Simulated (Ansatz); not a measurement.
WS$_{2}$, DFT, LDA, all-electron LAPW, scalar-relativistic (Ansatz 0.2.0), run on 1 thread of Arm Neoverse V2 on a shared host.

The cell comes from COD entry 9012192, which wasn't checked; take it as a given geometry. The listed cell was then made from it by scaling, straining or moving an atom.

Command: `ansatz run input.yaml --threads 1 --pin off --max-ram 6144MiB --backend cpu --events-out ev --progress --plain --runs-dir out`

```yaml
crystal:
  lattice:
    - [1.5790003843, 0.9116362969, 6.2249633]
    - [-1.5790003843, 0.9116362969, 6.2249633]
    - [0.0, -1.8232725938, 6.2249633]
  atoms:
    - { symbol: W, position: [0.0, 0.0, 0.0] }
    - { symbol: S, position: [0.7503, 0.7503, 0.7503] }
    - { symbol: S, position: [0.581, 0.581, 0.581] }
kpoints:
  mp_grid: { grid: [13, 13, 13] }
  band_path:
    path:
      - [0.0, 0.0, 0.0]
      - [0.5, 0.5, 0.5]
      - [0.8190352321, 0.1809647679, 0.5]
      - [0.5, -0.1809647679, 0.1809647679]
      - [0.5, 0.0, 0.0]
      - [0.0, 0.0, 0.0]
      - [0.3404823839, -0.3404823839, 0.0]
      - [0.6595176161, 0.0, 0.3404823839]
      - [0.5, 0.0, 0.5]
    npoints: 5
scf:
  occupations: { method: fermi_dirac, width: 0.08 }
hamiltonian:
  xc: lda
  pseudopotentials: { kind: all_electron, lapw: { basis_error: 0.0005 } }
output:
  forces: true
  stress: true
  eigenvalues: true
```

**Question.** How large is the problem that the program sets up?

**Answer.** 231 irreducible k-points, 683 plane waves at Γ, 44 bands.

**Question.** About how long does it take, and how much memory does it use?

**Answer.** 4.3 min of wall time for 10 SCF iterations, with a peak of 1.2 GiB. Times on shared machines scatter by tens of per cent.
